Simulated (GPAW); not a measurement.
# Does Ga15NiAs16 (GaAs32 Ni1) carry moments in GPAW?, part 2 of 2

Aim: find out whether Ga15NiAs16 (GaAs32 Ni1) carries moments when they start parallel, and what they gain.

GPAW 26.7.0; PBE; plane waves with GPAW's PAW setups, scalar-relativistic.

So far. Step 2 (Run 1 (ferro +)): After 32 cycles the largest moment stands at 1.02 μB.

### 3. Start 2: no spin polarisation

A run without seeds gives the energy of the state without moments.

nospin.py reads:

```python
import json
import numpy as np
from ase import Atoms
from ase.parallel import paropen, parprint
from gpaw import GPAW

atoms = Atoms(['Ni', 'As', 'Ga', 'As', 'Ga', 'As', 'Ga', 'As', 'Ga', 'As', 'Ga', 'As', 'Ga', 'As', 'Ga', 'As', 'Ga', 'As', 'Ga', 'As', 'Ga', 'As', 'Ga', 'As', 'Ga', 'As', 'Ga', 'As', 'Ga', 'As', 'Ga', 'As'],
    cell=[[11.306, 0.0, 0.0],
         [0.0, 11.306, 0.0],
         [0.0, 0.0, 5.653]],
    scaled_positions=[[0.0, 0.0, 0.0],
         [0.125, 0.125, 0.25],
         [0.0, 0.25, 0.5],
         [0.125, 0.375, 0.75],
         [0.25, 0.0, 0.5],
         [0.375, 0.125, 0.75],
         [0.25, 0.25, 0.0],
         [0.375, 0.375, 0.25],
         [0.0, 0.5, 0.0],
         [0.125, 0.625, 0.25],
         [0.0, 0.75, 0.5],
         [0.125, 0.875, 0.75],
         [0.25, 0.5, 0.5],
         [0.375, 0.625, 0.75],
         [0.25, 0.75, 0.0],
         [0.375, 0.875, 0.25],
         [0.5, 0.0, 0.0],
         [0.625, 0.125, 0.25],
         [0.5, 0.25, 0.5],
         [0.625, 0.375, 0.75],
         [0.75, 0.0, 0.5],
         [0.875, 0.125, 0.75],
         [0.75, 0.25, 0.0],
         [0.875, 0.375, 0.25],
         [0.5, 0.5, 0.0],
         [0.625, 0.625, 0.25],
         [0.5, 0.75, 0.5],
         [0.625, 0.875, 0.75],
         [0.75, 0.5, 0.5],
         [0.875, 0.625, 0.75],
         [0.75, 0.75, 0.0],
         [0.875, 0.875, 0.25]],
    pbc=True)
atoms.calc = GPAW(mode={'name': 'pw', 'ecut': 450},
    xc='PBE',
    kpts={'size': (3, 3, 5), 'gamma': True},
    occupations={'name': 'fermi-dirac', 'width': 0.05},
    convergence={'density': 1e-05, 'energy': 1e-05},
    maxiter=200,
    mixer={'name': 'pulay', 'beta': 0.05, 'nmaxold': 6, 'weight': 50},
    symmetry={'tolerance': 1e-4},
    txt='nospin.txt')
e = atoms.get_potential_energy(force_consistent=True)
res = {'free_energy': e, 'energy_sigma0': atoms.get_potential_energy(), 'fermi_energy': atoms.calc.get_fermi_level()}
parprint(f'free energy: {e:.6f} eV')
atoms.calc.write('nospin.gpw')
with paropen('results.json', 'w') as f:
    json.dump(res, f)
```

The run is started by

```console
$ OMP_NUM_THREADS=1 mpirun -n 4 gpaw python nospin.py > nospin.log
```

Numbers of over 12 decimals in the logs are rounded to 6 here.

The log of the run:

```text
free energy: -134.276244 eV

--- nospin.txt ---
Input parameters:
  mode=PW(ecut=450),
  convergence={'density': 1e-05, 'energy': 1e-05},
  kpts=MonkhorstPack(size=(3, 3, 5), gamma=True),
  maxiter=200,
  mixer=Pulay(name='pulay', nmaxold=6, beta=0.05, weight=50, sigma=0.015, g_ss=None),
  occupations=Occupations(name='fermi-dirac', width=0.05),
  symmetry=Symmetry(tolerance=0.0001),
  xc=XC(name='PBE')

Diagonalizing LCAO Hamiltonian
Converting LCAO to pw mode
        .---------------------------.
       /|                           |
      / |                           |
     /  |  As            As         |
    /   |       As            As    |
   /  Ga|           Ga              |
  /    As         As As         As  |
 *      .--Ga-------------Ga--------.
 |     / As As         As As       /
 | Ga /      Ga  Ga        Ga     /
 |   Ga Ga    As   Ga Ga    As   /
 |  /As            As           /
 | /      Ga            Ga     /
 |/                           /
 Ni------------Ga------------*

Atoms  # Å, Bohr magnetons
|    | symbol |        x |        y |        z |    initial magnetic moments |
|----|--------|----------|----------|----------|-----------------------------|
|  0 |     Ni | 0.000000 | 0.000000 | 0.000000 | ( 0.0000,  0.0000,  0.0000) |
|  1 |     As | 1.413250 | 1.413250 | 1.413250 | ( 0.0000,  0.0000,  0.0000) |
|  2 |     Ga | 0.000000 | 2.826500 | 2.826500 | ( 0.0000,  0.0000,  0.0000) |
|  3 |     As | 1.413250 | 4.239750 | 4.239750 | ( 0.0000,  0.0000,  0.0000) |
|  4 |     Ga | 2.826500 | 0.000000 | 2.826500 | ( 0.0000,  0.0000,  0.0000) |
|  5 |     As | 4.239750 | 1.413250 | 4.239750 | ( 0.0000,  0.0000,  0.0000) |
|  6 |     Ga | 2.826500 | 2.826500 | 0.000000 | ( 0.0000,  0.0000,  0.0000) |
|  7 |     As | 4.239750 | 4.239750 | 1.413250 | ( 0.0000,  0.0000,  0.0000) |
|  8 |     Ga | 0.000000 | 5.653000 | 0.000000 | ( 0.0000,  0.0000,  0.0000) |
|  9 |     As | 1.413250 | 7.066250 | 1.413250 | ( 0.0000,  0.0000,  0.0000) |
| 10 |     Ga | 0.000000 | 8.479500 | 2.826500 | ( 0.0000,  0.0000,  0.0000) |
| 11 |     As | 1.413250 | 9.892750 | 4.239750 | ( 0.0000,  0.0000,  0.0000) |
| 12 |     Ga | 2.826500 | 5.653000 | 2.826500 | ( 0.0000,  0.0000,  0.0000) |
| 13 |     As | 4.239750 | 7.066250 | 4.239750 | ( 0.0000,  0.0000,  0.0000) |
| 14 |     Ga | 2.826500 | 8.479500 | 0.000000 | ( 0.0000,  0.0000,  0.0000) |
| 15 |     As | 4.239750 | 9.892750 | 1.413250 | ( 0.0000,  0.0000,  0.0000) |
| 16 |     Ga | 5.653000 | 0.000000 | 0.000000 | ( 0.0000,  0.0000,  0.0000) |
| 17 |     As | 7.066250 | 1.413250 | 1.413250 | ( 0.0000,  0.0000,  0.0000) |
| 18 |     Ga | 5.653000 | 2.826500 | 2.826500 | ( 0.0000,  0.0000,  0.0000) |
| 19 |     As | 7.066250 | 4.239750 | 4.239750 | ( 0.0000,  0.0000,  0.0000) |
| 20 |     Ga | 8.479500 | 0.000000 | 2.826500 | ( 0.0000,  0.0000,  0.0000) |
| 21 |     As | 9.892750 | 1.413250 | 4.239750 | ( 0.0000,  0.0000,  0.0000) |
| 22 |     Ga | 8.479500 | 2.826500 | 0.000000 | ( 0.0000,  0.0000,  0.0000) |
| 23 |     As | 9.892750 | 4.239750 | 1.413250 | ( 0.0000,  0.0000,  0.0000) |
| 24 |     Ga | 5.653000 | 5.653000 | 0.000000 | ( 0.0000,  0.0000,  0.0000) |
| 25 |     As | 7.066250 | 7.066250 | 1.413250 | ( 0.0000,  0.0000,  0.0000) |
| 26 |     Ga | 5.653000 | 8.479500 | 2.826500 | ( 0.0000,  0.0000,  0.0000) |
| 27 |     As | 7.066250 | 9.892750 | 4.239750 | ( 0.0000,  0.0000,  0.0000) |
| 28 |     Ga | 8.479500 | 5.653000 | 2.826500 | ( 0.0000,  0.0000,  0.0000) |
| 29 |     As | 9.892750 | 7.066250 | 4.239750 | ( 0.0000,  0.0000,  0.0000) |
| 30 |     Ga | 8.479500 | 8.479500 | 0.000000 | ( 0.0000,  0.0000,  0.0000) |
| 31 |     As | 9.892750 | 9.892750 | 1.413250 | ( 0.0000,  0.0000,  0.0000) |

Unit cell  # Å
| periodic |         x |         y |        z |   lengths |    angles |
|----------|-----------|-----------|----------|-----------|-----------|
|      yes | 11.306000 |  0.000000 | 0.000000 | 11.306000 | 90.000000 |
|      yes |  0.000000 | 11.306000 | 0.000000 | 11.306000 | 90.000000 |
|      yes |  0.000000 |  0.000000 | 5.653000 |  5.653000 | 90.000000 |

Number of symmetries: 8

BZ-sampling:
  Number of BZ points: 45
  Number of IBZ points: 9

  Monkhorst-Pack size: [3, 3, 5]
  Monkhorst-Pack shift: [0, 0, 0]

Plane wave coefficients: 15715
Cutoff: 450.000000 eV

Spin-components: 1 (collinear spins)
Bands:           89
Projectors:      161
Spin-degeneracy: 2
Datatype:        complex128

Parallelization:
  kpt:    2
  domain: 2
  band:   1

Density:
  Valence electrons: 141.0
  Components: 1
  Grid points: [56 56 28]
  Charge: 0.0  # |e|

Potential:
  Grid points: [56 56 28]

[... setups left out ...]
Reference energy: -1818685.648984  # eV

eigensolver:
  PPCG
  Converge bands: occupied
  niter=2

density mixing:
  Pulay-Mixer
  Linear mixing parameters: 0.05
  Old densities: 6
  Fourier metric: weight=50, sigma=0.015

occupation numbers:
  Fermi-Dirac:
    width: 0.0500  # eV

poisson solver:
  ecut: 3600.000000  # eV

xc functional:
  name: PBE with 2 nearest neighbor stencil

convergence criteria:
- Maximum integral of absolute [dens]ity change: 1e-05 electrons / valence electron
- Maximum [total energy] change in last 3 cyles: 1e-05 eV / valence electron
- Maximum integral of absolute [eigenst]ate change: 4e-08 eV^2 / valence electron
maximum number of iterations: 200

SCF iterations
|iter     |      energy | eigst |  dens |
|---------|-------------|-------|-------|
|iter:   1|       0s | -137.314063 | +0.20 |       |
|iter:   2|      10s | -135.450545 | -1.27 | -0.93 |
|iter:   3|      19s | -134.899817 | -1.55 | -0.98 |
|iter:   4|      29s | -134.808301 | -1.94 | -1.03 |
|iter:   5|      38s | -134.331127 | -1.21 | -1.05 |
|iter:   6|      48s | -134.258978 | -1.82 | -1.43 |
|iter:   7|      57s | -134.446222 | -2.36 | -1.65 |
|iter:   8|      67s | -134.267700 | -2.28 | -1.74 |
|iter:   9|      77s | -134.234075 | -3.08 | -2.32 |
|iter:  10|      86s | -134.235815 | -4.04 | -2.50 |
|iter:  11|      96s | -134.229175 | -3.68 | -2.60 |
|iter:  12|     105s | -134.229300 | -4.76 | -2.85 |
|iter:  13|     115s | -134.229213c| -4.75 | -2.92 |
|iter:  14|     124s | -134.229272c| -5.69 | -3.15 |
|iter:  15|     134s | -134.229237c| -5.97 | -3.24 |
|iter:  16|     143s | -134.229241c| -6.15 | -3.36 |
|iter:  17|     153s | -134.229234c| -6.91 | -3.51 |
|iter:  18|     162s | -134.229230c| -6.36 | -3.57 |
|iter:  19|     172s | -134.229226c| -7.37 | -3.90 |
|iter:  20|     181s | -134.229226c| -7.58c| -3.95 |
|iter:  21|     191s | -134.229226c| -6.92 | -4.06 |
|iter:  22|     196s | -134.229226c| -8.10c| -4.47 |
|iter:  23|     201s | -134.229226c| -7.47c| -4.51 |
|iter:  24|     205s | -134.229226c| -8.30c| -4.59 |
|iter:  25|     210s | -134.229226c| -7.75c| -4.61 |
|iter:  26|     215s | -134.229226c| -8.14c| -4.84 |
|iter:  27|     220s | -134.229225c| -8.95c| -4.97 |
|iter:  28|     225s | -134.229226c| -8.46c| -5.05c|

Converged in 28 steps
Energy contributions relative to reference atoms: (reference = -1818685.648984)

Energy contributions:
  Kinetic:         409.983824
  Coulomb:        -363.690810
  Zero:              0.398494
  External:          0.000000
  Xc:             -180.873716
  Entropy:          -0.094036
  Spinorbit:         0.000000
  ----------------------------
  Free energy:    -134.276244
  Extrapolated:   -134.229226

dipole moment: (-109.510028, -109.510028, -112.502499)  # |e|*Ang

Fermi level: 4.909
Eigenvalues  # (at kpt = [0.000, 0.000, 0.000])
| band index |      eig [eV] | occ [0-2] |
|------------|---------------|-----------|
|          0 |       -58.309 |     2.000 |
|        ... |               |           |
|         61 |         3.402 |     2.000 |
|         62 |         3.402 |     2.000 |
|         63 |         3.615 |     2.000 |
|         64 |         3.768 |     2.000 |
|         65 |         3.975 |     2.000 |
|         66 |         4.076 |     2.000 |
|         67 |         4.237 |     2.000 |
|         68 |         4.237 |     2.000 |
|         69 |         5.255 |     0.002 |
|         70 |         5.311 |     0.001 |
|         71 |         5.311 |     0.001 |
|         72 |         5.557 |     0.000 |
|         73 |         6.407 |     0.000 |
|         74 |         6.407 |     0.000 |
|         75 |         6.429 |     0.000 |
|         76 |         6.595 |     0.000 |
|        ... |               |           |
|         88 |         8.246 |     0.000 |

No gap
No difference between direct/indirect transitions
```

The job ended after 4 min (4 MPI ranks of Arm Neoverse V1, shared host; peak memory 1.5 GiB; 16 min of CPU time).

Numbers from this step:

- final state: non-magnetic (no spin polarisation)

It lies 87.6 meV a seeded atom over the first start.

### 4. Ranking

These are free energies at a smearing of 0.05 eV, so its entropy term is in the differences. They are divided by the number of seeded atoms, so that cells of unlike size compare.

Orders:

```csv
start,final state,typed order kept,energy over the lowest (meV a seeded atom),largest site moment (μB),net moment (μB a primitive cell),mesh matched,CPU time (s)
ferro +,ferromagnetic,yes,0,1.025,2.182,yes,2019
no spin polarisation,non-magnetic,-,87.64,0,0,yes,960.7
```

### 5. Summary of results

```yaml
lower_run: with moments
largest_site_moment: 1.02 μB
energy_gained_by_spin_polarisation: 87.6 meV a seeded atom
```

**Reading.** The crystal holds moments, up to 1.02 μB, and gains 87.6 meV a seeded atom by them. No antiferromagnetic order was tried, so the session says nothing on how the moments order.

[Logs and program files are shortened in this print: banners, set-up blocks, solver, clock and traceback lines can be left out without a mark of their own.]

[Logs are printed without paths, hosts, clocks, repeated set-up lines and the standing remarks that a program may print on its own settings, such as how far it seeks lower states.]

[Hosts, paths, dates, database ids (printed as entryN), source tags and the programs' standing remarks are cut or masked in the printed files.]

[Where a cell is said to come from a database of computed structures, the database is the Materials Project.]
